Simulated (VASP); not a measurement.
# LiCl, self-consistent run: which settings are enough?

LiCl, P1 (no. 1), 24 atoms in the cell. PBE; PAW potentials Cl, Li_sv (PBE set). VASP 6.6.1.

Wanted: energy within 10 meV/atom; forces within 0.05 eV/Å.

What the run is for: forces in a large cell; Accuracy asked: screening; Cell repeated: 2 × 2 × 3.

POSCAR:
```
LiCl
1.0
    0.0000000000      5.1295400000      5.1295400000
    5.1295400000      0.0000000000      5.1295400000
    7.6943100000      7.6943100000      0.0000000000
Cl Li
12 12
Direct
    0.2474750000      0.2539160000      0.1616840000
    0.2442150000      0.2483180000      0.5046870000
    0.2442850000      0.2486090000      0.8375710000
    0.2575320000      0.7478340000      0.1631620000
    0.2553050000      0.7464480000      0.5030350000
    0.2548020000      0.7404220000      0.8370610000
    0.7560630000      0.2446500000      0.1663250000
    0.7466130000      0.2437330000      0.5027320000
    0.7528520000      0.2485840000      0.8314810000
    0.7549710000      0.7440310000      0.1698460000
    0.7566370000      0.7463010000      0.4985960000
    0.7528710000      0.7566930000      0.8251250000
   -0.0010030000      0.0053910000     -0.0027970000
    0.0034450000     -0.0022200000      0.3358940000
   -0.0079390000     -0.0084230000      0.6715310000
   -0.0002800000      0.5023240000      0.0040340000
    0.0046750000      0.4963860000      0.3325840000
   -0.0027930000      0.5036870000      0.6648180000
    0.5062520000     -0.0083070000      0.0045730000
    0.5039840000      0.0037280000      0.3303410000
    0.5069280000      0.0040820000      0.6649680000
    0.5040370000      0.4950360000     -0.0058090000
    0.5054140000      0.5003280000      0.3320740000
    0.5005930000      0.4998570000      0.6637600000
```

The series start from Plane-wave cutoff (eV): 580; Projection operators (LREAL): Auto, ROPT -0.00025; Precision mode (PREC): Normal; Electronic threshold (eV): 1e-5; Parallel layout: defaults; Program: vasp_std; Electronic algorithm: ALGO=Normal; Bands a block (NSIM): NSIM=4; Data layout and linear algebra: defaults. Each series keeps the choices made before it, and each single choice may use up half of a tolerance.

## Plane-wave cutoff (eV)

| Plane-wave cutoff (eV) | Energy less reference (meV/atom) | Forces, largest deviation (eV/Å) | SCF iterations | Time (s) |
|---|---|---|---|---|
| 450 | -5 | 0.015 | 12 | 6.1 |
| 500 | -1 | 0.014 | 12 | 6.5 |
| 580 | -2 | 0.016 | 12 | 9.8 |
| 650 | -1 | 0.015 | 12 | 10 |
| 800 (reference) | 0 | 0.000 | 12 | 12 |

Chosen: 500, the loosest value from which every tighter one stays within half of the tolerance.

## Projection operators (LREAL)

| Projection operators (LREAL) | Energy less reference (meV/atom) | Forces, largest deviation (eV/Å) | SCF iterations | Time (s) |
|---|---|---|---|---|
| Auto, ROPT -0.005 | 4 | 0.102 | 12 | 5.8 |
| Auto, ROPT -0.002 | 1 | 0.043 | 12 | 5.7 |
| Auto, ROPT -0.001 | -1 | 0.025 | 12 | 6.1 |
| Auto, ROPT -0.0005 | 0 | 0.015 | 12 | 6.1 |
| Auto, ROPT -0.00025 | 0 | 0.005 | 12 | 6.5 |
| Auto, ROPT -0.0001 | 0 | 0.000 | 12 | 6.5 |
| False (reference) | 0 | 0.000 | 12 | 6.3 |

Chosen: Auto, ROPT -0.0005.

## Precision mode (PREC)

| Precision mode (PREC) | Energy less reference (meV/atom) | Forces, largest deviation (eV/Å) | SCF iterations | Time (s) |
|---|---|---|---|---|
| SingleN | 4 | 0.019 | 12 | 4.7 |
| Normal | 0 | 0.019 | 12 | 6.1 |
| Accurate (reference) | 0 | 0.000 | 12 | 13 |

Chosen: SingleN.

## Electronic threshold (eV)

| Electronic threshold (eV) | Energy less reference (meV/atom) | Forces, largest deviation (eV/Å) | SCF iterations | Time (s) |
|---|---|---|---|---|
| 0.001 | 0 | 0.001 | 11 | 4.5 |
| 0.0001 | 0 | 0.000 | 12 | 5.1 |
| 1e-5 | 0 | 0.001 | 12 | 4.7 |
| 1e-6 | 0 | 0.000 | 14 | 5.8 |
| 1e-7 (reference) | 0 | 0.000 | 15 | 6.1 |

Chosen: 0.001.

## Parallel layout

| Parallel layout | Energy less reference (meV/atom) | Forces, largest deviation (eV/Å) | SCF iterations | Time (s) |
|---|---|---|---|---|
| defaults | 0 | 0.000 | 11 | 4.5 |
| NCORE=2 | 0 | 0.001 | 11 | 4.1 |
| NCORE=4 | 0 | 0.001 | 11 | 3.9 |
| NCORE=8 | 0 | 0.001 | 11 | 3.8 |
| NPAR=2 | 0 | 0.001 | 11 | 3.9 |

Chosen: defaults; no other choice that stays within half of the tolerance saves 30 % of the time.

## Program

| Program | Energy less reference (meV/atom) | Forces, largest deviation (eV/Å) | SCF iterations | Time (s) |
|---|---|---|---|---|
| vasp_std | 0 | 0.000 | 11 | 4.5 |
| vasp_gam | 0 | 0.001 | 11 | 4.3 |

Chosen: vasp_std.

## Electronic algorithm

| Electronic algorithm | Energy less reference (meV/atom) | Forces, largest deviation (eV/Å) | SCF iterations | Time (s) |
|---|---|---|---|---|
| ALGO=Normal | 0 | 0.000 | 11 | 4.5 |
| ALGO=Fast | 0 | 0.009 | 14 | 5.8 |
| ALGO=VeryFast | 0 | 0.008 | 21 | 6.8 |
| ALGO=All ISEARCH=1 | 0 | 0.005 | 15 | 5.6 |

Chosen: ALGO=Normal.

## Bands a block (NSIM)

| Bands a block (NSIM) | Energy less reference (meV/atom) | Forces, largest deviation (eV/Å) | SCF iterations | Time (s) |
|---|---|---|---|---|
| NSIM=4 | 0 | 0.000 | 11 | 4.5 |
| NSIM=1 | 0 | 0.000 | 11 | 4.4 |
| NSIM=2 | 0 | 0.000 | 11 | 4.5 |
| NSIM=8 | 0 | 0.001 | 11 | 5.2 |
| NSIM=16 | 0 | 0.002 | 11 | 5.5 |

Chosen: NSIM=4.

## Data layout and linear algebra

| Data layout and linear algebra | Energy less reference (meV/atom) | Forces, largest deviation (eV/Å) | SCF iterations | Time (s) |
|---|---|---|---|---|
| defaults | 0 | 0.000 | 11 | 4.5 |
| LPLANE=False | 0 | 0.000 | 11 | 4.5 |
| LSCALAPACK=False | 0 | 0.000 | 11 | 5.8 |
| LSCALU=True | 0 | 0.000 | 11 | 6.3 |

Chosen: defaults.

## All choices together

| Input | Energy less reference (meV/atom) | Forces, largest deviation (eV/Å) | Time (s) |
|---|---|---|---|
| the program's defaults (naive) | -1 | 0.021 | 5.6 |
| chosen settings | 2 | 0.021 | 4.5 |
| reference settings throughout | 0 | 0.000 | 33 |

The tolerance is met.

## The input

INCAR:
```
SYSTEM = LiCl
GGA      = PE             ! functional
ISMEAR   = 0              ! smearing method
SIGMA    = 0.03           ! smearing width, eV
LWAVE    = .FALSE.        ! write WAVECAR
LCHARG   = .FALSE.        ! write CHGCAR
ISIF     = 2              ! what is computed and relaxed
ISYM     = 0            
PREC     = SingleN        ! precision mode
LASPH    = .TRUE.         ! aspherical terms in the spheres
LREAL    = Auto         
ALGO     = Normal         ! electronic algorithm
EDIFF    = 0.001          ! SCF threshold, eV
NELM     = 120            ! most SCF steps
GGA_COMPAT= .FALSE.      
ENCUT    = 500            ! plane-wave cutoff, eV
EFERMI   = MIDGAP       
ROPT     = -0.0005 -0.0005
NSIM     = 4             
```

KPOINTS:
```
k-points
0
Gamma
  1 1 1
```

Commands:
```
cat potpaw_PBE.64/Cl/POTCAR potpaw_PBE.64/Li_sv/POTCAR > POTCAR
mpirun -np 8 vasp_std > vasp.out
```

The naive input happens to agree within the tolerance here, in 5.6 s.

Limits: Only the k mesh 1 × 1 × 1 was run, so its error is untested.

The chosen input took VASP 6.6.1 4.5 s on 8 cores (Intel Xeon Platinum 8259CL @ 2.50GHz (Skylake/Cascade Lake)), a shared host.

## An input that fails: Gamma-only program on a mesh of k points

VASP's message: You are using the Gamma-point-only version with more than one k-point or some other non-Gamma k-point.

k mesh: 1 × 1 × 1 becomes 2 × 2 × 2.

Changes against the starting input:
```
- NELM = 120
+ NELM = 53
- vasp_std
+ vasp_gam
(KPOINTS)
-k-points
+Automatic mesh
-  1 1 1
+  2 2 2
+  0 0 0
```
